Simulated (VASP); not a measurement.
Write the native input for VASP 6.6.1 that does the following.

| Item | Value |
| --- | --- |
| Task | relaxation of the atoms |
| Functional | PBE |
| Potentials or basis | VASP PAW PBE potentials, release 64 (Ag, Cl) |
| Cutoff | 600 eV |
| k mesh | 8 × 8 × 8 |
| Occupations | gaussian, width 0.03 eV |
| Spin | no spin polarisation |
| Further INCAR settings | ALGO = Normal; EDIFF = 1e-07; IBRION = 2; EDIFFG = -0.01; NSW = 40 |

The structure of AgCl (Chlorargyrite) lies in POSCAR:

```
AgCl                                    
1.0
    0.0000000000      2.8032189112      2.8032189112
    2.8032189112      0.0000000000      2.8032189112
    2.8032189112      2.8032189112      0.0000000000
  Ag              Cl            
     1     1
Direct
     0.0000000000000000    0.0000000000000000    0.0000000000000000
     0.5000000000000000    0.5000000000000000    0.5000000000000000
```

The input as run:

INCAR

```
SYSTEM = AgCl
PREC = Accurate
ENCUT = 600
EDIFF = 1E-7
ISMEAR = 0
SIGMA = 0.03
LREAL = .False.
LASPH = .True.
NELM = 80
ALGO = Normal
ISIF = 2
LWAVE = .False.
LCHARG = .False.
GGA = PE
IBRION = 2
NSW = 40
EDIFFG = -0.01
```

KPOINTS

```
regular mesh
0
Gamma
  8 8 8
  0 0 0
```

Potentials or basis: VASP PAW PBE potentials, release 64 (Ag, Cl).

Launch:

```bash
$ cat potpaw_PBE.64/Ag/POTCAR potpaw_PBE.64/Cl/POTCAR > POTCAR
$ mpirun -np 1 vasp_std > vasp.out
```

It gave:

```json
{"Pressure after relaxing": "0.0 GPa", "Band gap on the k mesh": "0.92 eV, indirect (least direct gap 3.08 eV)"}
```

Caveat: the relaxation stopped at its first step, so nothing moved.

Wall time 7.2 s on 1 thread of Intel(R) Xeon(R) 6975P-C (Granite Rapids) (shared host), peak memory 0.18 GiB.
